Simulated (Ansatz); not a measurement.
## The polar optical mode of BN at 40 GPa, worked through

Computed with DFT PBEsol, scalar-relativistic, plane waves, PAW (Ansatz). Cutoff 420 eV, 12×12×12 k-points (Γ-centred), fixed occupations. No spin polarisation. Phonons by linear response, acoustic sum rule imposed.

The cell, relaxed at 40 GPa:
```cif
data_structure
_symmetry_space_group_name_H-M 'P 1'
_symmetry_Int_Tables_number 1
_cell_length_a 2.4756
_cell_length_b 2.4756
_cell_length_c 2.4756
_cell_angle_alpha 90.000
_cell_angle_beta 120.000
_cell_angle_gamma 120.000
_cell_volume 10.73
loop_
_atom_site_label
_atom_site_type_symbol
_atom_site_fract_x
_atom_site_fract_y
_atom_site_fract_z
_atom_site_occupancy
B1 B 0.07407 0.03294 0.11840 1
N1 N 0.57407 0.28294 0.86840 1
```

Other phases may be more stable at this pressure.

Linear response gives ν_TO = 1165.1 cm⁻¹, Born charges ±1.859 e (positive on B) and ε∞ = 4.554. The primitive cell holds 10.729 Å³, and the masses are 10.810 and 14.007 amu.

Question: Find ν_LO and the static dielectric constant.

Answer: The long-wave field adds a restoring force: ω_LO² − ω_TO² = Z*²e²/(ε_vac ε∞ μV). In these units ν_LO² − ν_TO² = 4.92064×10⁷ Z*²/(μ V ε∞) cm⁻², with μ = m₁m₂/(m₁ + m₂) = 6.101 amu: 570651 cm⁻². So ν_LO = √(1165.1² + 570651) = 1388.6 cm⁻¹, and the run gives 1388.6. Lyddane–Sachs–Teller then gives ε0 = ε∞ (ν_LO/ν_TO)² = 6.47, against 6.47 in the run (it forms both from the same three quantities, so the match checks the arithmetic only). Between ν_TO and ν_LO the dielectric function is negative and an undamped crystal reflects fully: a reststrahlen band from 7.2 to 8.6 μm.

Question: What do the Clausius–Mossotti polarisability and the Szigeti charge come to?

Answer: With the Lorentz local field, α = (3V/4π)(ε∞ − 1)/(ε∞ + 2) = 1.39 Å³ for the pair, and e_S = 3Z*/(ε∞ + 2) = 0.85 e. The Born charge includes the electrons' response to the dipole's own local field, and e_S takes that enhancement out. The Lorentz field assumes point-like polarisable ions, a poor picture once ε∞ is this large, since the electron clouds then overlap or are shared, so both numbers are formal here.

Question: How strongly does a slow electron couple to the LO mode?

Answer: For one isotropic parabolic band, Fröhlich's constant is α_F = (1/ε∞ − 1/ε0) √(m* Ry/ħω_LO), with Ry = 13.606 eV, ħω_LO = 172.2 meV and m* in free-electron masses: α_F = 0.0650 × 8.89 × √m* = 0.58 √m*. The band mass isn't part of this run; for m* = 0.1, 0.3 and 1 it gives 0.18, 0.32, 0.58. In weak coupling the polaron lies α_F ħω_LO below the band edge (54 meV at m* = 0.3) with a mass m*(1 + α_F/6); past α_F of about 5 or 6 that expansion fails. A semilocal functional's ε∞ tends to be too large, which taken alone lowers α_F.

Cost: 1 run of about 1.1 core-minutes, on Arm Neoverse V1 (shared hosts).

The zinc-blende crystal combines a very stiff lattice with a sizeable polar response. Short, strongly directional B–N bonds and light atoms put ν_TO at 1165.1 cm⁻¹, while the Born charge, small reduced mass and compact cell lift ν_LO to 1388.6 cm⁻¹. The static dielectric constant follows a different logic: the masses cancel, leaving the ionic part set by the squared charge over the force constant and volume. Stiff bonds therefore keep that part modest, and most of ε0 = 6.47 is electronic, despite the wide LO–TO splitting.

The same stiffness explains the weak Fröhlich coupling at all three trial masses, since the lattice adds little screening and the phonon energy is high. The Born charge's sign fits nitrogen's greater electronegativity, but its size measures charge flow during displacement, not static ionicity. Cubic BN has its conduction minimum near X, with anisotropic valleys, so the single-band α_F gives a scale for the coupling rather than a prediction of electron mobility.
